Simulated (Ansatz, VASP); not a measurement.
**One calculation of AlN, two programs**

```
Al N
1.0
     0.00000   -2.20157   -2.20157
    -2.20157    0.00000   -2.20157
     2.20157    2.20157   -4.40314
Al N
2 2
Direct
  0.98604 0.05258 0.99823
  0.51042 0.44388 0.49823
  0.36748 0.42711 0.87841
  0.88933 0.82970 0.37841
```

Change from the starting cell: mode 4 frozen in at -0.154 Å and mode 10 at -0.030 Å (largest displacements).

Alike in both runs: task single point; functional PBE; k mesh 6 × 6 × 6; occupations gaussian, width 0.05 eV; no spin polarisation.

|  | VASP | Ansatz |
| --- | --- | --- |
| version | VASP 6.6.1 | Ansatz 0.2.0 |
| potentials or method | VASP PAW PBE potentials, release 64 (Al, N) | scalar-relativistic, plane waves, PAW |
| plane-wave cutoff (eV) | 520 | 520 |
| valence electrons in the cell | 16 | 16 |

VASP gave:

| Quantity | Value |
| --- | --- |
| gap on the k mesh at the Fermi level (eV) | 3.08 |
| least direct gap on the mesh (eV) | 3.59 |
| pressure (GPa) | -0.6 |
| largest component of the traceless stress (GPa) | 2.40 |
| rms of the force components (eV/Å) | 0.539 |

Question: Estimate Ansatz's values.

Answer: gap on the k mesh at the Fermi level (eV): 3.09; least direct gap on the mesh (eV): 3.60; pressure (GPa): -0.3; largest component of the traceless stress (GPa): 2.38; rms of the force components (eV/Å): 0.537.

Atom by atom the forces differ by 0.002 eV/Å (rms over components). The functional is the same, so the differences come from potentials, cutoffs and numerics.

Caveats: forces of over 1 eV/Å show positions far from the minimum, so gaps and moduli don't describe the material at rest. A k mesh can miss the band edges.
